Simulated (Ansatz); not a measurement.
The calculation used DFT PBE, scalar-relativistic, plane waves, PAW (Ansatz 0.2.0). All cells share a 420 eV cutoff and Γ-centred k meshes spaced at most about 0.3 Å⁻¹ (about 0.25 or finer for metals, 2π included). No spin polarisation.

All energies are static (0 K, no zero-point motion).

Two relaxed structures of GaAs₄:

A.

```xyz
5
Lattice="-3.0326 3.0326 3.0326 3.0326 -3.0326 3.0326 3.0326 3.0326 -3.0326" Properties=species:S:1:pos:R:3 pbc="T T T"
Ga    0.0000    0.0000    0.0000
As    1.5163    1.5163   -1.5163
As   -1.5163    1.5163    1.5163
As    1.5163    1.5163    1.5163
As    1.5163   -1.5163    1.5163
```

B.

```xyz
5
Lattice="-2.5544 2.5544 4.3135 2.5544 -2.5544 4.3135 2.5544 2.5544 -4.3135" Properties=species:S:1:pos:R:3 pbc="T T T"
Ga    0.0000    0.0000    0.0000
As    0.0000    2.5544    2.1568
As    2.5544    0.0000    2.1568
As    0.0000    0.0000    2.9812
As    0.0000    0.0000    5.6459
```

Question: Which is lower in energy, and by how much?

Answer: B is lower, by 160 meV/atom. A has space group Im-3m (No. 229), 22.3 Å³/atom and no gap on its mesh; B has space group I4/mmm (No. 139), 22.5 Å³/atom and no gap. Counting As atoms around Ga (those within 1.25 times the shortest such distance or 1.15 times the sum of covalent radii, 1.27 where that leaves under three; a plus sign parts nearer from farther groups; the shortest distance is added where it exceeds 1.18 times the sum of covalent radii), A has Ga 8 and B has Ga 2+8 from 3.0 Å. Even the lower one lies +0.24 eV/atom against the reference forms of the elements (uncorrected), so neither is stable at this level. In A, Ga is surrounded by 8 As at 2.63 Å; As has 2 Ga at 2.63 Å and 6 As at 3.03 Å. In B, Ga is surrounded by 2 As at 2.98 Å and 8 As at 3.34 Å; As on a site of symmetry -4m2 is surrounded by 4 As at 2.68 Å and 4 Ga at 3.34 Å; As on a site of symmetry 4mm is surrounded by 5 As at 2.66–2.68 Å and 1 Ga at 2.98 Å. Both come from invented guesses. The lowest form computed isn't among them: it has space group P4/mmm (No. 123), 23.7 Å³/atom and lies 17 meV/atom below the best shown.

In Im-3m, I4/mmm an odd number of electrons in the primitive cell allows no gap without spin; a larger cell or a magnetic state could open one. Cells relaxed within their symmetry can be saddle points. Some candidate types were left out of the draw beforehand, so a known form may be missing.
